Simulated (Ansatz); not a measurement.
# BaTiO3 (R3m) in Ansatz: a series of runs

One crystal, BaTiO3, is run at these levels: r2SCAN+rVV10, PBE; tasks: relaxation of cell and atoms, single point.

Everything below comes from runs of Ansatz 0.2.0. Logs are shortened: lines on timing, memory, paths and dates and some standing lists are left out, and cuts for length are marked.

### Step 1. The structure

Symmetry: R3m, No. 160, trigonal system. Conventional cell: a = 5.655 Å, b = 5.655 Å, c = 6.955 Å, α = 90.00°, β = 90.00°, γ = 120.00°. Ba (site symmetry 3m) is surrounded by 12 O at 2.79 to 2.89 Å. Around Ti (site symmetry 3m) lie 6 O at 1.87 to 2.14 Å. O (site symmetry m) has 2 Ti at 1.87 to 2.14 Å as nearest neighbours.

### Step 2. Relaxation of cell and atoms, r2SCAN+rVV10

The input, input.yaml:

```yaml
crystal:
  lattice:
    - [2.8273666084, 1.6323808724, 2.3183934932]
    - [-2.8273666084, 1.6323808724, 2.3183934932]
    - [0.0, -3.2647617449, 2.3183934932]
  atoms:
    - { symbol: Ba, position: [0.0, 0.0, 0.0] }
    - { symbol: Ti, position: [0.4845, 0.4845, 0.4845] }
    - { symbol: O, position: [0.5086, 0.0175, 0.5086] }
    - { symbol: O, position: [0.0175, 0.5086, 0.5086] }
    - { symbol: O, position: [0.5086, 0.5086, 0.0175] }
hamiltonian:
  xc: r2scan
  pseudopotentials: { kind: paw }
  dispersion: rvv10
kpoints:
  mp_grid: { grid: [7, 7, 7] }
scf:
  occupations: { method: fermi_dirac, width: 0.05 }
output:
  forces: true
  stress: true
  eigenvalues: true
  write_density: true
  write_potential: true
  elf: true
  volumetric_format: npy
relax:
  f_tol: 0.01
  max_steps: 40
  cell: { stress_tol: 0.05 }
```

Potentials or basis: Ansatz PAW.

Started as:

```
$ ansatz run input.yaml --threads 2 --pin off --max-ram 5632MiB --backend cpu --events-out ev --progress --plain --runs-dir out
```

Standard output:

```text
Warning: RAYON_NUM_THREADS=2 ignored (pool sized by the plan → 2); use --threads N
Engine: ansatz 0.2.0, aarch64-unknown-linux-gnu
Pseudopotentials: kind: paw
Pseudopotential: Ba, paw, valence charge 10, recommended cutoff 500 eV (meta_gga), Ba.paw.azcp
Pseudopotential: Ti, paw, valence charge 12, recommended cutoff 500 eV (meta_gga), Ti.paw.azcp
Pseudopotential: O, paw, valence charge 6, recommended cutoff 500 eV (meta_gga), O.paw.azcp
Functional definition: r2SCAN+rVV10
  parameter k0 = 0.174
  parameter k1 = 0.065
  parameter a1 = 4.9479
  exchange = r2scan_x(k0 = k0, k1 = k1, a1 = a1)
  correlation = r2scan_c + rvv10(11.95, 0.0093)
Crystal: 5 atoms, lattice volume = 64.201 Å³
Basis set: ecut = 500 eV, 1647 PW (Γ), exchange–correlation on 144×144×144 points (64 copies of the dense FFT grid, shifted against one another)
Bands: 25, of which v1, the nominal top of the filled ones, is band 20 counted from 1 (19 counted from 0)
Symmetry: 6 space group operations
Space group: R3m (ITA 160), of the structure as read, at distance tolerance 4.0e-5 Å
k-points: 44 of 343 (time reversal used)
Non-local potential: Ba, projectors of the file, l = 0: 3, l = 1: 2, l = 2: 2, l = 3: 2
Non-local potential: Ti, projectors of the file, l = 0: 3, l = 1: 2, l = 2: 3, l = 3: 1
Non-local potential: O, projectors of the file, l = 0: 2, l = 1: 2, l = 2: 1
PAW form: soft (Blöchl's): semilocal exchange-correlation on the pseudo side does not see the compensation charge
rVV10 density: all electrons in the spheres
PAW frozen core: Ba, regenerated for the run's functional (the file was generated under x = pbe(κ = 0.804, μ = 0.2195149727645171), c = pbe(β = 0.06672455060314922))
PAW frozen core: Ti, regenerated for the run's functional (the file was generated under x = pbe(κ = 0.804, μ = 0.2195149727645171), c = pbe(β = 0.06672455060314922))
PAW frozen core: O, regenerated for the run's functional (the file was generated under x = pbe(κ = 0.804, μ = 0.2195149727645171), c = pbe(β = 0.06672455060314922))
PAW one-centre angular grid: Ba, 302 points (default); XC on 160 Gauss nodes
PAW one-centre angular grid: Ti, 590 points (default); XC on 160 Gauss nodes
PAW one-centre angular grid: O, 302 points (default); XC on 160 Gauss nodes
Initial density: superposition of atomic densities (neutral atoms: chi_scale 0, normalization atom), corrected by the library's trained network
Initial wavefunctions: pseudopotential atomic-orbital guess
Functional: x = r2scan, c = r2scan + rvv10(b = 11.95, C = 0.0093); τ floored in thin density (d = 2e-4 eV/Å³)
SCF iter   1: F=—  HF=-10180.153443 eV  |F-HF|=—  |Δ(HF+E_count)|=         —  Δρ=1.97e-2  dr2=3.17e-1  dr2_τ=2.35e-1  ethr=1.77e-3  ⟨swp⟩=6.0  Hψ=5524  notcnv=0
preconditioner: auto → Resta (q_TF=auto, 2.521 Å⁻¹)  ε∞=4.9  [insulator: Δε(μ)=3.298 eV  Ē_g=13.216 eV  σ=0.050 eV  W_gap=1.00  n_scr=18 (ndim 8)  ℏωp=26.2 eV  f_vac=0.000  D(μ)=0.00/eV (n_scr^D=0)  ε∞_Penn≈4.9]
SCF iter   2: F=—  HF=-10180.264707 eV  |F-HF|=—  |Δ(HF+E_count)|=   1.11e-1  Δρ=1.01e-2  dr2=3.77e-2  dr2_τ=1.62e-2  ethr=7.92e-4  ⟨swp⟩=3.0  Hψ=2540  notcnv=0  defer=44
SCF iter   3: F=—  HF=-10180.259445 eV  |F-HF|=—  |Δ(HF+E_count)|=   5.26e-3  Δρ=3.38e-3  dr2=5.16e-3  dr2_τ=3.91e-4  ethr=9.43e-5  ⟨swp⟩=2.0  Hψ=1632  notcnv=0  defer=44
SCF iter   4: F=—  HF=-10180.258476 eV  |F-HF|=—  |Δ(HF+E_count)|=   9.69e-4  Δρ=1.36e-3  dr2=7.04e-4  dr2_τ=1.45e-4  ethr=1.29e-5  ⟨swp⟩=2.0  Hψ=1935  notcnv=0  defer=44
SCF iter   5: F=—  HF=-10180.258377 eV  |F-HF|=—  |Δ(HF+E_count)|=   9.81e-5  Δρ=2.54e-4  dr2=2.70e-5  dr2_τ=3.41e-6  ethr=1.76e-6  ⟨swp⟩=2.9  Hψ=1828  notcnv=0  defer=44
SCF iter   6: F=—  HF=-10180.258381 eV  |F-HF|=—  |Δ(HF+E_count)|=   3.71e-6  Δρ=6.41e-5  dr2=2.99e-6  dr2_τ=1.81e-7  ethr=6.75e-8  ⟨swp⟩=2.0  Hψ=1679  notcnv=0  defer=44
SCF iter   7: F=-10180.258381 eV  HF=-10180.258381 eV  |F-HF|=2.28e-8  |Δ(HF+E_count)|=   1.74e-7  Δρ=8.99e-6  dr2=5.00e-8  dr2_τ=7.52e-9  ethr=2.50e-10  ⟨swp⟩=12.0  Hψ=8856  notcnv=0
SCF 1 converged in 7 iterations: F = -10180.258381 eV  dr2 = 5.00e-8
relax step   1: F+E_penalty+E_count = -10180.25838101 eV  Δ(F+E_penalty+E_count) = +0.000e0 eV  max|allowed force component| = 1.321e-1 eV/Å  Δτ_max = 0.0000 Å  P = +0.347 GPa  Ω = 64.201 Å³  (7 SCF iters, dr2 threshold 1.00e-7 eV, accepted)
Crystal: 5 atoms, lattice volume = 64.347 Å³
rVV10 density: all electrons in the spheres
Initial density: handed on by an earlier stage of this run
Initial wavefunctions: those handed on with the density
iter 1 solved again at ethr=3.61e-5 eV; its pass at ethr=3.10e-3 eV (dr2=1.44e-2 eV) is discarded
SCF iter   1: F=—  HF=-10180.223545 eV  |F-HF|=—  |Δ(HF+E_count)|=         —  Δρ=3.58e-3  dr2=1.46e-2  dr2_τ=6.01e-2  ethr=3.61e-5  ⟨swp⟩=1.4  Hψ=5123  notcnv=0
preconditioner: auto → Resta (q_TF=auto, 2.520 Å⁻¹)  ε∞=5.2  [insulator: Δε(μ)=2.847 eV  Ē_g=12.811 eV  σ=0.050 eV  W_gap=1.00  n_scr=18 (ndim 8)  ℏωp=26.2 eV  f_vac=0.000  D(μ)=0.00/eV (n_scr^D=0)  ε∞_Penn≈5.2]
SCF iter   2: F=—  HF=-10180.250848 eV  |F-HF|=—  |Δ(HF+E_count)|=   2.73e-2  Δρ=2.01e-3  dr2=4.53e-3  dr2_τ=1.35e-4  ethr=3.61e-5  ⟨swp⟩=2.0  Hψ=2024  notcnv=0
SCF iter   3: F=—  HF=-10180.249892 eV  |F-HF|=—  |Δ(HF+E_count)|=   9.56e-4  Δρ=1.65e-3  dr2=1.79e-3  dr2_τ=1.93e-4  ethr=1.13e-5  ⟨swp⟩=2.0  Hψ=1846  notcnv=0
SCF iter   4: F=—  HF=-10180.249618 eV  |F-HF|=—  |Δ(HF+E_count)|=   2.74e-4  Δρ=3.56e-4  dr2=6.64e-5  dr2_τ=7.45e-6  ethr=4.48e-6  ⟨swp⟩=2.2  Hψ=1707  notcnv=0
SCF iter   5: F=—  HF=-10180.249653 eV  |F-HF|=—  |Δ(HF+E_count)|=   3.51e-5  Δρ=9.62e-5  dr2=3.11e-6  dr2_τ=6.14e-7  ethr=1.66e-7  ⟨swp⟩=2.0  Hψ=1776  notcnv=0
[... 52 lines left out ...]
rVV10 density: all electrons in the spheres
iter 1 solved again at ethr=2.23e-9 eV; its pass at ethr=3.10e-3 eV (dr2=8.92e-7 eV) is discarded
SCF iter   1: F=—  HF=-10180.260245 eV  |F-HF|=—  |Δ(HF+E_count)|=         —  Δρ=4.02e-5  dr2=9.73e-7  dr2_τ=6.46e-6  ethr=2.23e-9  ⟨swp⟩=2.0  Hψ=5590  notcnv=0
preconditioner: auto → Resta (q_TF=auto, 2.521 Å⁻¹)  ε∞=5.2  [insulator: Δε(μ)=2.802 eV  Ē_g=12.792 eV  σ=0.050 eV  W_gap=1.00  n_scr=18 (ndim 8)  ℏωp=26.2 eV  f_vac=0.000  D(μ)=0.00/eV (n_scr^D=0)  ε∞_Penn≈5.2]
SCF iter   2: F=—  HF=-10180.260247 eV  |F-HF|=—  |Δ(HF+E_count)|=   2.75e-6  Δρ=2.02e-5  dr2=2.00e-7  dr2_τ=3.88e-8  ethr=2.23e-9  ⟨swp⟩=2.0  Hψ=1979  notcnv=0
SCF iter   3: F=—  HF=-10180.260247 eV  |F-HF|=—  |Δ(HF+E_count)|=   2.33e-8  Δρ=9.91e-6  dr2=4.94e-8  dr2_τ=4.27e-9  ethr=4.99e-10  ⟨swp⟩=3.0  Hψ=1998  notcnv=0
SCF iter   4: F=—  HF=-10180.260247 eV  |F-HF|=—  |Δ(HF+E_count)|=   3.81e-9  Δρ=4.12e-6  dr2=9.14e-9  dr2_τ=4.09e-10  ethr=1.23e-10  ⟨swp⟩=2.0  Hψ=1637  notcnv=0
SCF iter   5: F=-10180.260247 eV  HF=-10180.260247 eV  |F-HF|=1.24e-10  |Δ(HF+E_count)|=  7.79e-10  Δρ=1.13e-6  dr2=7.81e-10  dr2_τ=3.01e-11  ethr=1.61e-11  ⟨swp⟩=7.0  Hψ=5914  notcnv=0
SCF 7 converged in 5 iterations: F = -10180.260247 eV  dr2 = 7.81e-10
relax step   7: F+E_penalty+E_count = -10180.26024725 eV  Δ(F+E_penalty+E_count) = +1.373e-6 eV  max|allowed force component| = 3.170e-5 eV/Å  Δτ_max = 0.0003 Å  P = +0.000 GPa  Ω = 64.204 Å³  energy of the carried Pulay correction = -1.386e-6 eV  (5 SCF iters, dr2 threshold 6.43e-9 eV, accepted)
rVV10 density: all electrons in the spheres
Initial wavefunctions: pseudopotential atomic-orbital guess (no wavefunctions were taken with the density)
iter 1 solved again at ethr=2.80e-8 eV; its pass at ethr=3.10e-3 eV (dr2=1.12e-5 eV) is discarded
SCF iter   1: F=—  HF=-10180.260246 eV  |F-HF|=—  |Δ(HF+E_count)|=         —  Δρ=1.30e-6  dr2=8.08e-10  dr2_τ=2.00e-10  ethr=2.80e-8  ⟨swp⟩=3.0  Hψ=8378  notcnv=0
eigensolver tolerance schedule: the retry pair's looser diagonalisation over-reported the residual by 13884.16 of it (diagonalisation noise at 0.14 of the residual, at the tolerance the schedule requests for it); recorded, not acted on — ethr = c·dr2/N_el stays at c = 1.0e-1
preconditioner: auto → Resta (q_TF=auto, 2.521 Å⁻¹)  ε∞=5.2  [insulator: Δε(μ)=2.803 eV  Ē_g=12.793 eV  σ=0.050 eV  W_gap=1.00  n_scr=18 (ndim 8)  ℏωp=26.2 eV  f_vac=0.000  D(μ)=0.00/eV (n_scr^D=0)  ε∞_Penn≈5.2]
SCF iter   2: F=—  HF=-10180.260247 eV  |F-HF|=—  |Δ(HF+E_count)|=   1.19e-6  Δρ=7.52e-7  dr2=3.17e-10  dr2_τ=4.96e-11  ethr=2.02e-12  ⟨swp⟩=3.0  Hψ=2735  notcnv=0
SCF iter   3: F=—  HF=-10180.260247 eV  |F-HF|=—  |Δ(HF+E_count)|=  1.49e-10  Δρ=4.47e-7  dr2=1.25e-10  dr2_τ=1.98e-11  ethr=1.00e-12  ⟨swp⟩=2.0  Hψ=1532  notcnv=0
SCF iter   4: F=-10180.260247 eV  HF=-10180.260247 eV  |F-HF|=3.64e-12  |Δ(HF+E_count)|=  2.18e-11  Δρ=1.38e-7  dr2=5.98e-12  dr2_τ=2.64e-12  ethr=1.00e-12  ⟨swp⟩=6.7  Hψ=5508  notcnv=0
SCF 8 converged in 4 iterations: F = -10180.260247 eV  dr2 = 5.98e-12
relax step   8: F+E_penalty+E_count = -10180.26024739 eV  Δ(F+E_penalty+E_count) = -1.416e-7 eV  max|allowed force component| = 3.505e-5 eV/Å  Δτ_max = 0.0000 Å  P = -0.000 GPa  Ω = 64.204 Å³  stress off target by 1.71e-3 GPa  SCF on the basis re-selected at this cell (its energy is not comparable with the rows above)  (4 SCF iters)
basis re-selected at this cell: Δ(F+E_penalty+E_count) = -1.416e-7 eV, ΔP = -0.001 GPa vs the last step (what re-selecting the basis moved, of the pressure what is left beyond the Pulay correction that the steps carried, after the strain that the cell walked since its last selection, with what the two solves' SCF thresholds leave and, on support functions, any second-order correction that the steps lacked; it is no measure of the basis error at this ecutwfc). This SCF's stress stands 1.71e-3 GPa from its target on what of the cell is left free (relax.cell.stress_tol is 5.00e-2 GPa) and its largest allowed force component is 3.51e-5 eV/Å (relax.f_tol is 1.00e-2 eV/Å): within both
SCF converged after 4 iterations
Free energy (F): -10180.260247 eV
Harris-Foulkes:  -10180.260247 eV  (|F-HF|=3.64e-12)
Internal energy: -10180.260247 eV  (E = F + TS)
E sigma→0 (E₀):  -10180.260247 eV
Fermi energy:    11.285354 eV
--- Per-component energies (eV) ---
  E_band       = -174.196897
  E_kinetic    = 974.451832
  E_local      = -2113.020254  (includes V_loc(G=0)·N_el)
  E_nonlocal   = 199.620258
  E_hartree    = 826.522937
  E_xc         = -471.872339
  E_vxc        = -603.844529  (∫ρ·V_xc dr)
  E_paw        = -6785.185270  (= ΣΔE_a)
  E_vpaw       = -321.237667  (= ΣTr[D̂ρ^β])
  E_aug_tail   = 0.002311  (compensation charges beyond the density's cutoff)
  E_vtau       = 36.785210  (kinetic-family band-sum trace: ∫τ·v_τ [+ j·A + Jᵃ·Aᵃ] dr)
  E_ewald      = -2810.500860
  E_core_change = -0.278864  (= ΣΔE_core)
  E_smearing   = -0.000000  (= −TS)
  E_closure    = 0.000000  (closes the sum)
  Σ components = -10180.260247   (vs F -10180.260247, Δ=0.00e0)
--- Forces (eV/Å), atoms counted from 1 ---
  atom   1  Ba    -0.00000000     0.00000000    -0.00003826
  atom   2  Ti     0.00000000    -0.00000000    -0.00002913
  atom   3  O      0.00002425    -0.00001400     0.00001713
  atom   4  O     -0.00002425    -0.00001400     0.00001713
  atom   5  O     -0.00000000     0.00002800     0.00001713
  max |Σ_I F_I| component: 1.60e-5 eV/Å
--- Stress (GPa, compression-positive) ---
       -0.001119       0.000000      -0.000000
        0.000000      -0.001119      -0.000000
        0.000000      -0.000000       0.001712
  P = ⅓ Tr σ = -0.0002 GPa (-0.002 kbar)
--- Band table (eV; the first three rows and the last of 44) ---
  k-point 0: bands = ["-48.6002", "-23.7913", "-23.7913", "-23.7878", "-15.3575", "-7.8532", "-7.2304", "-7.2304", "-0.1426", "-0.1422", "-0.1422", "7.6546", "7.6546", "7.6588", "8.5697", "8.5697", "8.7849", "9.4454", "9.5549", "9.5549", "12.6470", "12.6470", "12.7828", "14.7299", "14.7299"]
  k-point 1: bands = ["-48.6000", "-23.8012", "-23.7909", "-23.7883", "-15.3330", "-7.8661", "-7.2246", "-7.2100", "-0.1114", "-0.1108", "-0.0682", "7.3070", "7.6002", "7.6125", "8.3691", "8.3906", "8.6648", "9.1007", "9.4570", "9.4987", "12.6817", "12.9426", "12.9499", "14.7280", "15.2372"]
  k-point 2: bands = ["-48.5996", "-23.8254", "-23.7900", "-23.7875", "-15.2769", "-7.9589", "-7.2116", "-7.0894", "-0.0401", "-0.0368", "0.0967", "6.5701", "7.4202", "7.4377", "8.0672", "8.0986", "8.3977", "8.5952", "9.2156", "9.2552", "12.7428", "13.4884", "13.5832", "14.7204", "16.0218"]
  k-point 43: bands = ["-48.5975", "-23.8403", "-23.8401", "-23.8361", "-15.0819", "-7.0897", "-7.0211", "-7.0127", "-0.7968", "-0.7958", "-0.6825", "5.6089", "6.2200", "6.2356", "7.3695", "7.5469", "7.5911", "9.7625", "9.7675", "9.8316", "14.5289", "14.6757", "14.6781", "17.3115", "17.3725"]
--- Relaxed structure (7 steps of the walk, 6 accepted, 1 SCFs on fresh bases) ---
  F+E_penalty+E_count = -10180.26024739 eV   max|allowed force component| = 3.505e-5 eV/Å   (the final SCF, on the basis selected at the relaxed cell)
  cell:  # Å, volume = 64.2043 Å³
    - [2.827743831751425, 1.632598662444326, 2.3178919579437687]
    - [-2.827743831751425, 1.632598662444326, 2.3178919579437687]
    - [-2.323320873572351e-20, -3.265197324938642, 2.3178919579085595]
  atoms:
    - { symbol: Ba, position: [-0.002069889784082331, -0.002069889784082331, -0.002069889784082331] }
    - { symbol: Ti, position: [0.4857681494617279, 0.4857681494617279, 0.4857681494617279] }
    - { symbol: O, position: [0.5092365282267648, 0.0170286838688245, 0.5092365282267649] }
    - { symbol: O, position: [0.0170286838688245, 0.5092365282267648, 0.5092365282267649] }
    - { symbol: O, position: [0.5092365282267648, 0.5092365282267648, 0.017028683868824612] }
```

It took 97 s on 2 threads of Arm Neoverse V1, shared host; peak memory 0.59 GiB.

Results:

* Free energy: -10180.2602 eV
* Energy gained by relaxing: 0.4 meV/atom
* Ionic steps: 7
* Pressure after relaxing: 0.0 GPa
* Band gap on the k mesh: 2.80 eV, indirect (least direct gap 3.09 eV)

The path:
| step | energy change (eV) | largest force (eV/Å) | volume (Å³) |
| --- | --- | --- | --- |
| 1 | 0.0000 | 0.1321 | 64.20 |
| 2 | -0.0016 | 0.0389 | 64.29 |
| 3 | -0.0017 | 0.0367 | 64.29 |
| 4 | -0.0018 | 0.0097 | 64.21 |
| 5 | -0.0019 | 0.0017 | 64.20 |
| 6 | -0.0019 | 0.0000 | 64.20 |
| 7 | -0.0019 | 0.0000 | 64.20 |

Final structure:
```cif
data_structure
_symmetry_space_group_name_H-M 'P 1'
_symmetry_Int_Tables_number 1
_cell_length_a 4.0043
_cell_length_b 4.0043
_cell_length_c 4.0043
_cell_angle_alpha 89.850
_cell_angle_beta 89.850
_cell_angle_gamma 89.850
_cell_volume 64.20
loop_
_atom_site_label
_atom_site_type_symbol
_atom_site_fract_x
_atom_site_fract_y
_atom_site_fract_z
_atom_site_occupancy
Ba1 Ba 0.99793 0.99793 0.99793 1
Ti1 Ti 0.48577 0.48577 0.48577 1
O1 O 0.50924 0.01703 0.50924 1
O2 O 0.01703 0.50924 0.50924 1
O3 O 0.50924 0.50924 0.01703 1
```

Levels at points of the mesh, in eV from the valence-band top:
| k point | band 16 | band 17 | band 18 | band 19 | band 20 | band 21 | band 22 | band 23 | band 24 | band 25 |
| --- | --- | --- | --- | --- | --- | --- | --- | --- | --- | --- |
| (0.00, 0.00, 0.00) | -1.27 | -1.06 | -0.40 | -0.29 | -0.29 | 2.80 | 2.80 | 2.94 | 4.89 | 4.89 |

Caveat: odd divisions of the mesh miss points on the zone boundary, where band edges often lie, so the gap on the mesh can be too wide; the plane-wave basis is chosen anew once the cell has moved, so the energies of steps on either side of that aren't comparable; spin-orbit coupling is left out, which moves the levels of the heavy elements; the PAW data sets come from PBE, with cores solved anew for the run's functional, which leaves a small shift of forces and pressure. r2SCAN opens gaps a little over a GGA but as a rule still falls short of measured ones.

### Step 3. Single point, PBE

Changes to input.yaml since step 2:

```diff
@@ -12,5 +12,4 @@
 hamiltonian:
-  xc: r2scan
+  xc: pbe
   pseudopotentials: { kind: paw }
-  dispersion: rvv10
 kpoints:
@@ -19,2 +18,4 @@
   occupations: { method: fermi_dirac, width: 0.05 }
+basis:
+  ecutwfc: "350 eV"
 output:
@@ -23,9 +24 @@
   eigenvalues: true
-  write_density: true
-  write_potential: true
-  elf: true
-  volumetric_format: npy
-relax:
-  f_tol: 0.01
-  max_steps: 40
-  cell: { stress_tol: 0.05 }
```

Potentials or basis: Ansatz PAW.

Started as:

```
$ ansatz run input.yaml --threads 2 --pin off --max-ram 5632MiB --backend cpu --events-out ev --progress --plain --runs-dir out
```

It took 3.2 s on 2 threads of Arm Neoverse V1, shared host; peak memory 0.38 GiB.

Results (log left out):

```
Free energy            : -10159.3173 eV
Pressure               : 5.1 GPa
Largest force          : 0.134 eV/Å
Band gap on the k mesh : 2.49 eV, indirect (least direct gap 2.80 eV)
```

Forces on the atoms (eV/Å):
```
Ba   0.000  0.000 -0.134
Ti   0.000  0.000  0.116
O    0.095 -0.055  0.006
O   -0.095 -0.055  0.006
O    0.000  0.109  0.006
```

Stress tensor (GPa, compression positive):
```
5.10 0.00 0.00
0.00 5.10 0.00
0.00 0.00 4.96
```

Levels at points of the mesh, in eV from the valence-band top:
```
           k point  band 16  band 17  band 18  band 19  band 20  band 21  band 22  band 23  band 24  band 25
(0.00, 0.00, 0.00)    -1.26    -1.02    -0.44    -0.31    -0.31     2.49     2.49     2.63     4.61     4.61
```

Caveat: odd divisions of the mesh miss points on the zone boundary, where band edges often lie, so the gap on the mesh can be too wide; the pressure holds a Pulay correction of +6.1 GPa for the finite cutoff; spin-orbit coupling is left out, which moves the levels of the heavy elements; the cutoff lies under the one recommended for these potentials. A k mesh can miss the band edges.
